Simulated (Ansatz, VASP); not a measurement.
# One calculation of HfB, two programs

```
Hf B
1.0
     0.00000    2.29450    2.29450
     2.29450    0.00000    2.29450
     2.29450    2.29450    0.00000
Hf B
1 1
Direct
  0.50000 0.50000 0.50000
  0.00000 0.00000 0.00000
```

Alike in both runs: task single point; functional LDA; k mesh 10 × 10 × 10; occupations fermi-dirac, width 0.05 eV; no spin polarisation.

|  | VASP | Ansatz |
| --- | --- | --- |
| version | VASP 6.6.1 | Ansatz 0.2.0 |
| potentials or method | VASP PAW LDA potentials, release 64 (Hf_pv, B) | Ansatz PAW |
| plane-wave cutoff (eV) | 520 | 420 |
| valence electrons in the cell | 13 | 29 |

Ansatz gave:

| Property | Result |
| --- | --- |
| gap on the k mesh at the Fermi level (eV) | none |
| pressure (GPa) | 23.2 |

Which values does VASP return?

gap on the k mesh at the Fermi level (eV): none; pressure (GPa): 25.2.

A gap of «none» marks a metal or a gap that the smearing closes. The two sets of potentials don't hold the same shells in valence.

Caveats: so large a pressure means that the cell lies far from this level's equilibrium, or that cutoff or potentials fall short (VASP); the PAW data sets come from PBE, with cores solved anew for the run's functional, which leaves a small shift of forces and pressure (Ansatz). Spin-orbit coupling is left out, which matters for the levels of Hf.
